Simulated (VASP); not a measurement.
# Ru in VASP: relaxation of the atoms with PBE

Aim: the relaxation of the atoms of Ru with PBE.

All numbers are computed with VASP 6.6.1; they aren't measurements. Logs are shortened: lines on timing, memory, paths and dates and some standing lists are left out, and cuts for length are marked.

### 1 The slab as given

The cell holds a slab with vacuum, 4 atoms: a = 2.719 Å, b = 2.719 Å, c = 25.752 Å, α = 90.00°, β = 90.00°, γ = 120.00°.

The cell was built by a generator and needn't be a form met in nature.

### 2 Relaxation of the atoms, PBE

Contents of INCAR:

```
PREC = Accurate
ENCUT = 520
EDIFF = 1E-6
ISMEAR = 1
SIGMA = 0.1
LREAL = F
LASPH = T
NELM = 120
ALGO = Normal
ISIF = 2
LWAVE = F
LCHARG = F
LDIPOL = T
IDIPOL = 3
DIPOL = 0.5 0.5 0.500
GGA = PE
IBRION = 2
NSW = 90
EDIFFG = -0.02
KPAR = 2
```

Contents of KPOINTS:

```
Automatic mesh
0
Gamma
  14 14 1
```

Contents of POSCAR:

```
Ru
1.0
    2.7193470000      0.0000000000      0.0000000000
   -1.3596735000      2.3550235400      0.0000000000
    0.0000000000      0.0000000000     25.7524302000
Ru
4
Selective dynamics
Direct
    0.3333330000      0.6666670000      0.3748749300  F F F
    0.6666670000      0.3333330000      0.4582916400  T T T
    0.3333330000      0.6666670000      0.5417083600  T T T
    0.6666670000      0.3333330000      0.6251250700  T T T
```

Potentials or basis: VASP PAW PBE potentials, release 64 (Ru_pv).

Started as:

```console
> cat potpaw_PBE.64/Ru_pv/POTCAR > POTCAR
> mpirun -np 2 vasp_std > vasp.out
```

OUTCAR:

```text
PREC = Accurate
   ENCUT = 520
   EDIFF = 1E-6
   ISMEAR = 1
   LREAL = F
   LASPH = T
   NELM = 120
   ISIF = 2
   GGA = PE
   IBRION = 2
   NSW = 90
   EDIFFG = -0.02

 ion  position               nearest neighbor table
   1  0.333  0.667  0.375-   2 2.66   2 2.66   2 2.66
   2  0.667  0.333  0.458-   1 2.66   1 2.66   3 2.66   3 2.66   1 2.66   3 2.66
   3  0.333  0.667  0.542-   4 2.66   4 2.66   2 2.66   2 2.66   4 2.66   2 2.66
   4  0.667  0.333  0.625-   3 2.66   3 2.66   3 2.66

  LATTYP: Found a hexagonal cell.
 ALAT       =     2.7193470000
 C/A-ratio  =     9.4700787358

  Lattice vectors:

 A1 = (   2.7193470000,   0.0000000000,   0.0000000000)
 A2 = (  -1.3596735000,   2.3550235400,   0.0000000000)
 A3 = (   0.0000000000,   0.0000000000,  25.7524302000)

Analysis of symmetry for initial positions (statically):
=====================================================================
 Subroutine PRICEL returns:
 Original cell was already a primitive cell.

 Routine SETGRP: Setting up the symmetry group for a
 hexagonal supercell.

 Subroutine GETGRP returns: Found 12 space group operations
 (whereof 12 operations were pure point group operations)
 out of a pool of 24 trial point group operations.

The static configuration has the point symmetry D_3d.

Analysis of symmetry for dynamics (positions and initial velocities):
=====================================================================
 Subroutine PRICEL returns:
 Original cell was already a primitive cell.

 Routine SETGRP: Setting up the symmetry group for a
 hexagonal supercell.

 Subroutine GETGRP returns: Found 12 space group operations
 (whereof 12 operations were pure point group operations)
 out of a pool of 24 trial point group operations.

The dynamic configuration has the point symmetry D_3d.

Analysis of constrained symmetry for selective dynamics:
=====================================================================
 Subroutine PRICEL returns:
 Original cell was already a primitive cell.

 Routine SETGRP: Setting up the symmetry group for a
 hexagonal supercell.

 Subroutine GETGRP returns: Found  6 space group operations
 (whereof  6 operations were pure point group operations)
 out of a pool of 24 trial point group operations.

The constrained configuration has the point symmetry C_3v.

 Subroutine INISYM returns: Found  6 space group operations
 (whereof  6 operations are pure point group operations),
 and found     1 'primitive' translations

----------------------------------------------------------------------------------------

                                     Primitive cell

  volume of cell :     164.9218

  direct lattice vectors                    reciprocal lattice vectors
     2.719347000  0.000000000  0.000000000     0.367735342  0.212312103  0.000000000
    -1.359673500  2.355023540  0.000000000     0.000000000  0.424624206  0.000000000
     0.000000000  0.000000000 25.752430200     0.000000000  0.000000000  0.038831287

  length of vectors
     2.719347000  2.719346962 25.752430200     0.424624200  0.424624206  0.038831287

  position of ions in fractional coordinates (direct lattice)
     0.333333000  0.666667000  0.374874930
     0.666667000  0.333333000  0.458291640
     0.333333000  0.666667000  0.541708360
     0.666667000  0.333333000  0.625125070

  ion indices of the primitive-cell ions
   primitive index   ion index
                 1           1
                 2           2
                 3           3
                 4           4

[... 31 lines left out ...]
  0.214286  0.000000  0.000000      6.000000
  0.285714 -0.000000  0.000000      6.000000
  0.357143 -0.000000  0.000000      6.000000
[... 16 lines left out ...]
  0.285714  0.285714  0.000000      6.000000
  0.357143  0.285714  0.000000      6.000000
   k-points           NKPTS =     24   k-points in BZ     NKDIM =     24   number of bands    NBANDS=     33
   number of dos      NEDOS =    301   number of ions     NIONS =      4
   total plane-waves  NPLWV =  76800
   dimension x,y,z NGX =    20 NGY =   20 NGZ =  192
   dimension x,y,z NGXF=    40 NGYF=   40 NGZF=  384
   ions per type =               4
   NGX,Y,Z   is equivalent  to a cutoff of  12.23, 12.23, 12.39 a.u.
   NGXF,Y,Z  is equivalent  to a cutoff of  24.45, 24.45, 24.79 a.u.
 SYSTEM =  unknown system
   PREC   = accura    normal or accurate (medium, high low for compatibility)
   ISTART =      0    job   : 0-new  1-cont  2-samecut
   ICHARG =      2    charge: 1-file 2-atom 10-const
   ISPIN  =      1    spin polarized calculation?
   LNONCOLLINEAR =      F non collinear calculations
   LSORBIT =      F    spin-orbit coupling
   LASPH  =      T    aspherical Exc in radial PAW
   ENCUT  =  520.0 eV  38.22 Ry    6.18 a.u.   5.06  5.06 47.88*2*pi/ulx,y,z
   NELM   =    120;   NELMIN=  2; NELMDL= -5     # of ELM steps
   EDIFF  = 0.1E-05   stopping-criterion for ELM
   LREAL  =      F    real-space projection
   EDIFFG = -.2E-01   stopping-criterion for IOM
   NSW    =     90    number of steps for IOM
   IBRION =      2    ionic relax: 0-MD 1-quasi-New 2-CG
   NFREE  =      1    steps in history (QN), initial steepest desc. (CG)
   ISIF   =      2    stress and relaxation
   ISYM   =      2    0-nonsym 1-usesym 2-fastsym
   POTIM  = 0.5000    time-step for ionic-motion
   TEBEG  =    0.0;   TEEND  =   0.0 temperature during run
   PSTRESS=    0.0 pullay stress
   NELECT =      56.0000    total number of electrons
   NUPDOWN=      -1.0000    fix difference up-down
   EMIN   =  10.00;   EMAX   =-10.00  energy-range for DOS
   EFERMI =   0.00;   METHOD = LEGACY
   ISMEAR =     1;   SIGMA  =   0.10  broadening in eV -4-tet -1-fermi 0-gaus
   EFERMI_NEDOS =   21; number of points for ismear=-14 and -15
   IALGO  =     38    algorithm
   IMIX   =      4    mixing-type and parameters
     AMIX     =   0.40;   BMIX     =  1.00
     AMIX_MAG =   1.60;   BMIX_MAG =  1.00
  volume/ion in A,a.u.               =      41.23       278.24
  Fermi-wavevector in a.u.,A,eV,Ry     =   1.142119  2.158293 17.747936  1.304437
  Thomas-Fermi vector in A             =   2.278818
   LORBIT       =      0    0 simple, 1 ext, 2 COOP (PROOUT), +10 PAW based schemes
   GGA     = PE    functional components
   LHFCALC =     F    Hartree Fock is set to
   AEXX    =    0.0000 exact exchange contribution
   IVDW    =     0    specifies the selected vdW correction
   LEPSILON=     F    determine dielectric tensor
   LRPA    =     F    only Hartree local field effects (RPA)
 conjugate gradient relaxation of ions
 non-spin polarized calculation
 Methfessel and Paxton  Order N= 1 SIGMA  =   0.10
  energy-cutoff  :      520.00
  volume of cell :      164.92
 maximum number of plane-waves:      4477
   NGX = 11   NGY = 11   NGZ = 95

--------------------------------------- Ionic step        1  -------------------------------------------

 number of electron      56.0000024 magnetization

 Free energy of the ion-electron system (eV)
  ---------------------------------------------------
  ext. energy  EPLUGINS =         0.00000000
  ---------------------------------------------------
  free energy    TOTEN  =       -34.75561565 eV

  energy without entropy =      -34.76028604  energy(sigma->0) =      -34.75717245

------------------------ aborting loop because EDIFF is reached ----------------------------------------

  FORCE on cell =-STRESS in cart. coord.  units (eV):
  Direction    XX          YY          ZZ          XY          YZ          ZX
  --------------------------------------------------------------------------------------
  -------------------------------------------------------------------------------------
  Total       -3.8186806     -3.8186805     -3.3300704      0.0000000      0.0000000      0.0000000
  in kB      -37.0976005    -37.0975991    -32.3508654      0.0000000      0.0000000      0.0000000
  external PRESSURE =     -35.5153550 kB  Pullay stress =       0.0000000 kB
[... 103 lines left out ...]
 number of electron      56.0000010 magnetization

------------------------ aborting loop because EDIFF is reached ----------------------------------------

 vacuum level on the upper side and lower side of the slab       (xc-potential included)        -0.022         0.004

  FORCE on cell =-STRESS in cart. coord.  units (eV):
  Direction    XX          YY          ZZ          XY          YZ          ZX
  --------------------------------------------------------------------------------------
  -------------------------------------------------------------------------------------
  Total       -3.3222494     -3.3222493     -2.1993313     -0.0000000      0.0000000      0.0000000
  in kB      -32.2748857    -32.2748845    -21.3659956     -0.0000000      0.0000000      0.0000000
  external PRESSURE =     -28.6385886 kB  Pullay stress =       0.0000000 kB
[... 171 lines left out ...]
  FREE ENERGIE OF THE ION-ELECTRON SYSTEM (eV)
  ---------------------------------------------------
  free  energy   TOTEN  =       -34.8086886426 eV

  energy  without entropy=      -34.8078220484  energy(sigma->0) =      -34.80839978

 dipolmoment           0.000000      0.000000     -0.000184 electrons x Angstroem

--------------------------------------- Ionic step        9  -------------------------------------------

 number of electron      56.0000022 magnetization

 dipolmoment           0.000000      0.000000      0.000018 electrons x Angstroem

 Free energy of the ion-electron system (eV)
  ---------------------------------------------------
  ext. energy  EPLUGINS =         0.00000000
  ---------------------------------------------------
  free energy    TOTEN  =       -34.80907044 eV

  energy without entropy =      -34.80787329  energy(sigma->0) =      -34.80867139

 E-fermi :   0.9183     XC(G=0):  -5.4428

 val. band max:        0.9152097819   @ k =   0.2857   0.0714   0.0000
 cond. band min:       0.9232932807   @ k =   0.2143   0.0000   0.0000
 fundamental gap:      0.0080834988
 Fermi energy:         0.9183404283

 k-point     1 :       0.0000    0.0000    0.0000
  band No.  band energies     occupation
      1     -42.7075      2.00000
      2     -42.3101      2.00000
      3     -41.9163      2.00000
      4     -41.9163      2.00000
      5     -41.8396      2.00000
      6     -41.8396      2.00000
[... 853 lines left out ...]
     32       2.1706     -0.00000
     33       7.5855      0.00000

------------------------ aborting loop because EDIFF is reached ----------------------------------------

 vacuum level on the upper side and lower side of the slab       (xc-potential included)        -0.012        -0.010

  FORCE on cell =-STRESS in cart. coord.  units (eV):
  Direction    XX          YY          ZZ          XY          YZ          ZX
  --------------------------------------------------------------------------------------
  -------------------------------------------------------------------------------------
  Total       -2.7201815     -2.7201814     -0.0625576      0.0000000      0.0000000      0.0000000
  in kB      -26.4259352    -26.4259343     -0.6077329      0.0000000      0.0000000      0.0000000
  external PRESSURE =     -17.8198675 kB  Pullay stress =       0.0000000 kB
[... 19 lines left out ...]
  FREE ENERGIE OF THE ION-ELECTRON SYSTEM (eV)
  ---------------------------------------------------
  free  energy   TOTEN  =       -34.8090704388 eV

  energy  without entropy=      -34.8078732909  energy(sigma->0) =      -34.80867139

 reached required accuracy - stopping structural energy minimisation

 vacuum level on the upper side and lower side of the slab         5.943         5.943
```

It took 4.5 min on 2 MPI ranks of AMD EPYC 9R45 (Zen 5), shared host; peak memory 0.29 GiB.

What came out:

| Quantity | Value |
| --- | --- |
| Free energy | -34.8091 eV |
| Energy gained by relaxing | 13.4 meV/atom |
| Ionic steps | 9 |
| Band gap on the k mesh | none (metal or under the smearing width) |

The path:
| step | energy change (eV) | largest force (eV/Å) | pressure (GPa) |
| --- | --- | --- | --- |
| 1 | 0.0000 | 0.6949 | -3.55 |
| 2 | -0.0297 | 0.5321 | -3.09 |
| 3 | -0.0301 | 0.5095 | -3.01 |
| 4 | -0.0353 | 0.4507 | -2.86 |
| 5 | -0.0471 | 0.2651 | -2.41 |
| 6 | -0.0522 | 0.1406 | -1.45 |
| 7 | -0.0533 | 0.0560 | -1.75 |
| 8 | -0.0531 | 0.0992 | -1.84 |
| 9 | -0.0535 | 0.0037 | -1.78 |

Final structure:
```
Ru
1.0
     2.71935    0.00000    0.00000
    -1.35967    2.35502    0.00000
     0.00000    0.00000   25.75243
Ru
4
Direct
  0.33333 0.66667 0.37487
  0.66667 0.33333 0.45539
  0.33333 0.66667 0.53933
  0.66667 0.33333 0.61985
```

Levels at points of the mesh, in eV from the Fermi level:
```
           k point  band 25  band 26  band 27  band 28  band 29  band 30  band 31  band 32
(0.00, 0.00, 0.00)    -2.06    -2.06    -1.72    -0.88    -0.88     0.09     0.09     0.16
(0.50, 0.00, 0.00)     0.14     0.15     1.03     1.35     1.37     1.52     1.89     1.93
```
